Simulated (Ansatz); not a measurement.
Structure types of W compared at 8.7 GPa

Structure types of W are relaxed in primitive cells with their symmetry kept at 8.7 GPa, first on PAW files, then by LAPW. The enthalpy is E + pV at zero temperature, without zero-point motion. Only the types listed were tried, and differences under about 5 meV/atom are mesh noise.

Level of theory: DFT with PBE, scalar-relativistic, in Ansatz 0.2.0; Fermi–Dirac smearing of 0.08 eV, no spin polarisation. LAPW: all electrons, basis error target 0.5 meV/atom; PAW: frozen-core files, cutoff 420 eV.

k meshes: fcc 17×17×17, bcc 17×17×17, hcp 16×16×9, omega 8×8×11, beta tin 16×16×16, diamond 12×12×12.

Spin–orbit coupling is left out, which matters for the heavy atoms.

```json
{"start type": "fcc", "ends as": "fcc, Fm-3m", "a, b, c (Å)": "3.999, 3.999, 3.999", "V (Å³/atom)": "15.99", "H − H(lowest), LAPW (meV/atom)": "?"}
{"start type": "bcc", "ends as": "bcc, Im-3m", "a, b, c (Å)": "3.155, 3.155, 3.155", "V (Å³/atom)": "15.71", "H − H(lowest), LAPW (meV/atom)": "0.0"}
{"start type": "hcp", "ends as": "hcp, P6_3/mmc", "a, b, c (Å)": "2.754, 2.754, 4.883", "V (Å³/atom)": "16.04", "H − H(lowest), LAPW (meV/atom)": "518.6"}
{"start type": "omega", "ends as": "omega, P6/mmm", "a, b, c (Å)": "4.638, 4.638, 2.586", "V (Å³/atom)": "16.06", "H − H(lowest), LAPW (meV/atom)": "568.5"}
{"start type": "beta tin", "ends as": "beta tin, I4_1/amd", "a, b, c (Å)": "5.056, 5.056, 2.663", "V (Å³/atom)": "17.02", "H − H(lowest), LAPW (meV/atom)": "1201.2"}
{"start type": "diamond", "ends as": "diamond, Fd-3m", "a, b, c (Å)": "5.707, 5.707, 5.707", "V (Å³/atom)": "23.24", "H − H(lowest), LAPW (meV/atom)": "?"}
```

What belongs in the row "fcc", column "H − H(lowest), LAPW (meV/atom)"?

501.4.

Fill in "H − H(lowest), LAPW (meV/atom)" for the row "diamond".

3087.1.

Split the lead of bcc over fcc into energy and pV.

For fcc less bcc: ΔE = +486.2 meV/atom, and p·ΔV = 8.7 GPa × +0.2803 Å³ × 6.242 meV/(GPa·Å³) = +15.2 meV/atom, together 501.4 meV/atom. bcc wins on both counts.
